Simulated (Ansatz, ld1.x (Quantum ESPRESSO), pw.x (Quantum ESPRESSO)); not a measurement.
**What a changed setting does to a pw.x run (fcc Ge)**

Potential: ultrasoft, ld1.x (Quantum ESPRESSO) 7.5, LDA (PW92); core [Ar] 3d10, reference 4s2 4p2; waves: 4s (bound): rcut 1.60, rcutus 1.85 bohr; 4s channel at 0.85 Ry: rcut 1.60, rcutus 1.85 bohr; 4p (bound): rcut 1.90, rcutus 2.20 bohr; 4p channel at 0.25 Ry: rcut 1.90, rcutus 2.20 bohr; 4d channel at 0.25 Ry: rcut 2.10, rcutus 2.40 bohr; local part: all-electron potential smoothed inside 1.90 bohr (lloc = -1); core correction: Bessel-smoothed model core, default radius (core density twice the valence density); augmentation: PSQ, inside the norm-conserving radii.

The reference run (k-mesh 14³, cutoffs 40/320 Ry, Fermi–Dirac 0.01 Ry, mixing_beta 0.4, conv_thr 1e-9, no spin) gives -0.68 GPa at 18.247 Å³/atom, where all-electron LAPW gives -0.14 GPa. This run, with its own iteration cap, changes diagonalization to cg.

```
&control
  calculation='scf', prefix='x', pseudo_dir='./', outdir='./tmp', tstress=.true., disk_io='none'
/
&system
  ibrav=0, nat=1, ntyp=1, ecutwfc=40, ecutrho=320, nbnd=9,
  occupations='smearing', smearing='fd', degauss=0.01
/
&electrons
  conv_thr=1e-09, mixing_beta=0.4, electron_maxstep=60, diagonalization='cg'
/
ATOMIC_SPECIES
Ge 1.0 Ge.UPF
CELL_PARAMETERS angstrom
  0.00000000 2.08955509 2.08955509
  2.08955509 0.00000000 2.08955509
  2.08955509 2.08955509 0.00000000
ATOMIC_POSITIONS crystal
Ge 0.0000 0.0000 0.0000
K_POINTS automatic
14 14 14 0 0 0
```

```bash
pw.x < Ge.scf.in > Ge.scf.out
```

Q: How does the run end?

A: It converges in 6 iterations; the free energy moves by +0.0 meV/atom and the pressure by +0.00 GPa. The result is that of the reference run.

```
Message from routine setup:
     using ibrav=0 with symmetry is DISCOURAGED, use correct ibrav instead
     lattice parameter (alat)  =       5.5843  a.u.
     unit-cell volume          =     123.1369 (a.u.)^3
     number of electrons       =         4.00
     number of Kohn-Sham states=            9
     kinetic-energy cutoff     =      40.0000  Ry
     charge density cutoff     =     320.0000  Ry
     scf convergence threshold =      1.0E-09
     Exchange-correlation= PW
     number of k points=   104  Fermi-Dirac smearing, width (Ry)=  0.0100
     iteration #  1     ecut=    40.00 Ry     beta= 0.40
     c_bands:  1 eigenvalues not converged
     total energy              =     -22.78065342 Ry
     estimated scf accuracy    <       0.00148807 Ry
     iteration #  2     ecut=    40.00 Ry     beta= 0.40
     total energy              =     -22.78048317 Ry
     estimated scf accuracy    <       0.00044239 Ry
     iteration #  3     ecut=    40.00 Ry     beta= 0.40
     total energy              =     -22.78051550 Ry
     estimated scf accuracy    <       0.00000265 Ry
     iteration #  4     ecut=    40.00 Ry     beta= 0.40
     c_bands:  1 eigenvalues not converged
     total energy              =     -22.78051587 Ry
     estimated scf accuracy    <       0.00000019 Ry
     iteration #  5     ecut=    40.00 Ry     beta= 0.40
     total energy              =     -22.78051589 Ry
     estimated scf accuracy    <          2.1E-09 Ry
     iteration #  6     ecut=    40.00 Ry     beta= 0.40
     the Fermi energy is     7.9372 ev
!    total energy              =     -22.78051589 Ry
     estimated scf accuracy    <          1.5E-11 Ry
     smearing contrib. (-TS)   =      -0.00234780 Ry
     The total energy is F=E-TS. E is the sum of the following terms:
     one-electron contribution =       4.15564044 Ry
     hartree contribution      =       0.08156323 Ry
     xc contribution           =     -17.72648711 Ry
     ewald contribution        =      -9.28888465 Ry
     convergence has been achieved in   6 iterations
          total   stress  (Ry/bohr**3)                   (kbar)     P=       -6.77
     Message from routine punch:
     Nothing written, as per user request (disk_io='none')
```

The run took about 9 s on one core of a shared host (Neoverse-V1, 32 threads, 247 GiB, load 21).
